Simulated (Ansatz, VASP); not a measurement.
## Ta in VASP and in Ansatz

```
Ta
1.0
    -1.65960    1.65960    1.63477
     1.65960   -1.65960    1.63477
     1.65960    1.65960   -1.63477
Ta
1
Direct
  0.00000 0.00000 0.00000
```

Change from the starting cell: z stretched by -1 % at fixed volume, PAW files.

Alike in both runs: task electric field gradients; functional PBE; k mesh 15 × 15 × 15; occupations fermi-dirac, width 0.05 eV; no spin polarisation.

|  | VASP | Ansatz |
| --- | --- | --- |
| version | VASP 6.6.1 | Ansatz 0.2.0 |
| potentials or method | VASP PAW PBE potentials, release 64 (Ta_pv) | PAW with Ansatz's default frozen-core files, scalar-relativistic |
| plane-wave cutoff (eV) | 520 | 420 |
| valence electrons in the cell | 11 | 13 |

|  | VASP | Ansatz | Ansatz less VASP |
| --- | --- | --- | --- |
| pressure (GPa) | 3.0 | 2.9 | -0.12 |
| largest component of the traceless stress (GPa) | 1.13 | 1.13 | +0.002 |
| Vzz of the field gradient on the site that differs most (V/Å²) | -8.1 | -9.1 | -0.98 |

With one functional, cell and mesh, what is left measures potentials, basis and numerics. The two sets of potentials don't hold the same shells in valence. Ansatz warned: «gradients_without_spin_orbit».

The runs have no spin-orbit coupling, so splittings on Ta are missing.
